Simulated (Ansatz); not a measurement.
# C wire along [100], 6 atoms a period, H-terminated: bands by functional, part 2 of 2

Aim: is the C wire along [100], 6 atoms a period, H-terminated a metal or a semiconductor?

Ansatz 0.2.0; DFT PBE, plane waves, PAW; relaxation of a wire's period; PAW set soft_1 (the session's first sound run).

So far. Step 2 (Relaxation of atoms and period): The cell's length comes to 3.883 Å with spin left out.

### 3. The wire at its relaxed period

This step: DFT PBE, plane waves, PAW; bands of a perfect wire; PAW set soft_1 (Ansatz 0.2.0).

At the relaxed period the bands are computed along the axis; those that cross an energy going forward count the channels that a perfect wire would open there.

File input.yaml:

```yaml
crystal:
  lattice:
    - [10.771, 0.0, 0.0]
    - [0.0, 10.771, 0.0]
    - [0.0, 0.0, 3.8832537387]
  atoms:
    - { symbol: C, position: [0.537833717, 0.537833717, 0.990331874] }
    - { symbol: H, position: [0.399593902, 0.399593902, 0.117109108] }
    - { symbol: H, position: [0.600384243, 0.600384243, 0.132890892] }
    - { symbol: C, position: [0.462144428, 0.462144428, 0.259668126] }
    - { symbol: H, position: [0.321451458, 0.606375239, 0.341480954] }
    - { symbol: H, position: [0.606375239, 0.321451458, 0.341480954] }
    - { symbol: C, position: [0.380288197, 0.543964405, 0.494637875] }
    - { symbol: C, position: [0.543964405, 0.380288197, 0.494637875] }
    - { symbol: H, position: [0.517118498, 0.6845728, 0.615931003] }
    - { symbol: H, position: [0.6845728, 0.517118498, 0.615931003] }
    - { symbol: H, position: [0.315405345, 0.482859647, 0.634068997] }
    - { symbol: H, position: [0.482859647, 0.315405345, 0.634068997] }
    - { symbol: C, position: [0.45601374, 0.619689948, 0.755362125] }
    - { symbol: C, position: [0.619689948, 0.45601374, 0.755362125] }
    - { symbol: H, position: [0.393602906, 0.678526687, 0.908519046] }
    - { symbol: H, position: [0.678526687, 0.393602906, 0.908519046] }
kpoints:
  mp_grid: { grid: [1, 1, 21] }
  band_path: { path: ["Γ", Z], npoints: 90 }
scf:
  occupations: { method: fermi_dirac, width: 0.05 }
hamiltonian:
  xc: pbe
  pseudopotentials: { kind: paw, azcp: { folder: soft_1 } }
output:
  dos: { e_range: [-5, 4] }
  write_potential: true
  write_density: true
  volumetric_format: npy
```

Launch:

```sh
$ ansatz run input.yaml --threads 4 --pin off --max-ram 16384MiB --backend cpu --events-out ev --progress --plain --runs-dir out
```

Numbers of over 12 decimals in the logs are rounded to 6 here.

Log:

```text
[...]
Crystal: 16 atoms, lattice volume = 450.514 Å³
Basis set: ecut = 420 eV, 8833 PW (Γ)
Bands: 33, of which v1, the nominal top of the filled ones, is band 17 counted from 1 (16 counted from 0)
Symmetry: 4 space group operations
[...]
k-points: 11 of 21
[...]
SCF iter   1: F=—  HF=-1674.947661 eV  |F-HF|=—  |Δ(HF+E_count)|=         —  Δρ=6.51e-2  dr2=2.35e1  ethr=3.10e-3  ⟨swp⟩=7.6  Hψ=2202  notcnv=0
[...]
SCF iter   8: F=-1666.566673 eV  HF=-1666.566673 eV  |F-HF|=8.61e-8  |Δ(HF+E_count)|=   2.10e-6  Δρ=5.97e-6  dr2=7.69e-8  ethr=2.94e-10  ⟨swp⟩=16.9  Hψ=3074  notcnv=0
SCF 1 converged in 8 iterations: F = -1666.566673 eV  dr2 = 7.69e-8
[...]
NSCF: frozen V_eff on 91 k-points
WARN: The output density's exchange-correlation potential varies sharply where the density is thin. Do not read a vacuum level from v_tot or v_xc, or from such a field of the output density. On a cell that repeats whose density bears no net charge and no dipole along the vacuum's axis use v_es (v_loc + v_h of the components); under efield.dipole_correction with no amplitude use v_es + v_field, which holds any externa [...]
SCF converged after 8 iterations
Free energy (F): -1666.566673 eV
[...]
Internal energy: -1666.566673 eV  (E = F + TS)
E sigma→0 (E₀):  -1666.566673 eV
Fermi energy:    -1.992164 eV
[...]
--- Band table (eV; the first three rows and the last of 11) ---
  k-point 0: bands = [... 13 lower, -6.5626, -5.4786, -4.6173, -4.5401, 0.5469, 1.0900, 1.5770, 1.6724, ... 12 higher]
  k-point 1: bands = [... 13 lower, -6.5512, -5.4693, -4.6367, -4.5669, 0.5712, 1.1120, 1.5891, 1.6935, ... 12 higher]
  k-point 2: bands = [... 13 lower, -6.5144, -5.4434, -4.6945, -4.6460, 0.6438, 1.1775, 1.6283, 1.7551, ... 12 higher]
  k-point 10: bands = [... 13 lower, -5.9272, -5.9091, -5.7893, -5.3430, 2.6509, 2.8786, 3.1148, 3.3321, ... 12 higher]
```

Wall time 13 s (4 threads of Arm Neoverse V1, shared host); peak memory 0.92 GiB.

This step gave:

- band gap: 5.087 eV

Electronic bands along the path, in eV, zero at the Fermi level:

```
  point  band 14  band 15  band 16  band 17  band 18  band 19  band 20  band 21
      Γ    -4.57    -3.49    -2.63    -2.55     2.54     3.08     3.57     3.66
halfway    -4.22    -3.35    -3.17    -3.11     3.18     3.66     4.01     4.21
      Z    -3.94    -3.91    -3.80    -3.36     4.76     4.86     5.12     5.23
```

The gap is 5.09 eV, with spin left out.

On this path the gap is direct, 5.09 eV, with the valence top at Γ and the conduction bottom at Γ.

### 4. Another level of theory, cutoff 500 eV, k-mesh 1×1×16

This step: DFT r2SCAN, plane waves, PAW; bands of a perfect wire at the PBE geometry; PAW set soft_1 (Ansatz 0.2.0).

The atoms stay at the PBE geometry and the functional changes. r2SCAN also reads the kinetic-energy density; it often gives larger moments and wider gaps than PBE, at a higher cost. Against the first PBE run of this kind, the cutoff is 500 eV against 420 and the mesh along the wire has 16 points against 21.

Edit input.yaml of step 3 so:

```diff
@@ -23,3 +23,3 @@
 kpoints:
-  mp_grid: { grid: [1, 1, 21] }
+  mp_grid: { grid: [1, 1, 16] }
   band_path: { path: ["Γ", Z], npoints: 90 }
@@ -28,8 +28,3 @@
 hamiltonian:
-  xc: pbe
+  xc: r2scan
   pseudopotentials: { kind: paw, azcp: { folder: soft_1 } }
-output:
-  dos: { e_range: [-5, 4] }
-  write_potential: true
-  write_density: true
-  volumetric_format: npy
```

Log:

```text
[...]
Crystal: 16 atoms, lattice volume = 450.514 Å³
Basis set: ecut = 500 eV, 11391 PW (Γ), exchange–correlation on 320×320×120 points (64 copies of the dense FFT grid, shifted against one another)
Bands: 33, of which v1, the nominal top of the filled ones, is band 17 counted from 1 (16 counted from 0)
Symmetry: 4 space group operations
[...]
k-points: 9 of 16
[...]
SCF iter   1: F=—  HF=-1678.314396 eV  |F-HF|=—  |Δ(HF+E_count)|=         —  Δρ=6.22e-2  dr2=2.12e1  dr2_τ=2.42e0  ethr=3.10e-3  ⟨swp⟩=7.0  Hψ=1754  notcnv=0  defer=5
[...]
SCF iter   8: F=-1671.600841 eV  HF=-1671.600841 eV  |F-HF|=1.22e-7  |Δ(HF+E_count)|=   3.28e-6  Δρ=4.55e-6  dr2=3.46e-8  dr2_τ=6.26e-9  ethr=2.94e-10  ⟨swp⟩=18.1  Hψ=2500  notcnv=0
SCF 1 converged in 8 iterations: F = -1671.600841 eV  dr2 = 3.46e-8
[...]
SCF converged after 8 iterations
Free energy (F): -1671.600841 eV
[...]
Internal energy: -1671.600841 eV  (E = F + TS)
E sigma→0 (E₀):  -1671.600841 eV
Fermi energy:    -1.856736 eV
[...]
--- Band table (eV; the first three rows and the last of 9) ---
  k-point 0: bands = [... 13 lower, -6.8915, -5.7264, -4.8407, -4.7762, 1.0512, 1.6287, 2.1507, 2.2844, ... 12 higher]
  k-point 1: bands = [... 13 lower, -6.8722, -5.7103, -4.8759, -4.8242, 1.0947, 1.6679, 2.1712, 2.3197, ... 12 higher]
  k-point 2: bands = [... 13 lower, -6.8070, -5.6676, -4.9788, -4.9633, 1.2231, 1.7832, 2.2395, 2.4239, ... 12 higher]
  k-point 8: bands = [... 13 lower, -6.2183, -6.1696, -6.0961, -5.6171, 3.3157, 3.4165, 3.6970, 3.7938, ... 12 higher]
```

Wall time 24 s (4 threads); peak memory 1.6 GiB.

Numbers from this step:

```yaml
band_gap: 5.827 eV
```

The electronic bands at the labelled points (eV, zero at the Fermi level):

```
  point  band 14  band 15  band 16  band 17  band 18  band 19  band 20  band 21
      Γ    -5.03    -3.87    -2.98    -2.92     2.91     3.49     4.01     4.14
halfway    -4.68    -3.74    -3.57    -3.49     3.57     4.07     4.44     4.69
      Z    -4.36    -4.31    -4.24    -3.76     5.17     5.27     5.55     5.65
```

The gap is 5.83 eV, against 5.09 eV under PBE at the relaxed period.

### 5. Levels at the same atoms, level HSE06, cutoff 420 eV

This step: DFT HSE06, plane waves, PAW; levels of a perfect wire at the PBE geometry; PAW set soft_1 (Ansatz 0.2.0).

The atoms stay at the PBE geometry and the functional changes. HSE06 mixes in a quarter of short-range exact exchange, which removes part of the self-interaction that closes gaps; it is dear, so the mesh is thinner and no path is run. Against the first PBE run of this kind, the mesh along the wire has 8 points against 21.

Edit input.yaml of step 4 so:

```diff
@@ -23,4 +23,3 @@
 kpoints:
-  mp_grid: { grid: [1, 1, 16] }
-  band_path: { path: ["Γ", Z], npoints: 90 }
+  mp_grid: { grid: [1, 1, 8] }
 scf:
@@ -28,3 +27,3 @@
 hamiltonian:
-  xc: r2scan
+  xc: hse06
   pseudopotentials: { kind: paw, azcp: { folder: soft_1 } }
```

Log:

```text
exact exchange: scf.exx.singularity resolves to wigner_seitz, which cuts the screened interaction at the faces of the exchange supercell's Wigner-Seitz cell, so that each pair interacts once, at the shortest of its separations (the periodic images that this leaves out come, for a point-like exchange hole, to about 0.002 eV on a filled level). The cut falls within the interaction's reach, and what an exchange supercel [...]
[...]
Crystal: 16 atoms, lattice volume = 450.514 Å³
[...]
Fermi energy:    -2.325454 eV
[...]
--- Band table (eV; the first three rows and the last of 5) ---
  k-point 0: bands = [... 13 lower, -7.5932, -6.3811, -5.4731, -5.4114, 0.7485]
  k-point 1: bands = [... 13 lower, -7.5052, -6.3200, -5.6147, -5.6032, 0.9126]
  k-point 2: bands = [... 13 lower, -7.2237, -6.2432, -6.0759, -5.9965, 1.3881]
  k-point 4: bands = [... 13 lower, -6.8970, -6.8375, -6.7661, -6.2771, 3.0607]
  guard bands above this table: 15 of the run's 33 bands. The solve was not asked for them (output.publish_guard_bands: true or output.eigenvalues: true publishes all)
[key lines of the parts left out:]
Free energy (F): -1667.278410 eV
```

Run time: 45 s. Hardware: 4 threads; peak memory 0.92 GiB; 2.9 min of CPU time.

Numbers from this step:

| Quantity | Value |
| --- | --- |
| band gap | 6.160 eV |

The gap is 6.16 eV, against 5.09 eV under PBE at the relaxed period.

### 6. Results

```json
{
  "cell length, PBE": "3.883 Å",
  "gap, PBE": "5.09 eV",
  "gap, r2SCAN": "5.83 eV",
  "gap, HSE06": "6.16 eV"
}
```

What this shows: Under PBE the cell's length is 3.88 Å, and a gap of 5.09 eV makes it a semiconductor. At the relaxed period the wire is gapped under every functional, from 5.09 eV (PBE) to 6.16 eV (HSE06). Weak screening in one dimension makes quasiparticle gaps larger than the semilocal gaps, as a rule. A hybrid's gap is read on a coarse mesh, without a band path.

[Logs are printed without paths, hosts, clocks, repeated set-up lines and the standing remarks that a program may print on its own settings, such as how far it seeks lower states.]

[Hosts, paths, dates, database ids (printed as entryN), source tags and the programs' standing remarks are cut or masked in the printed files.]
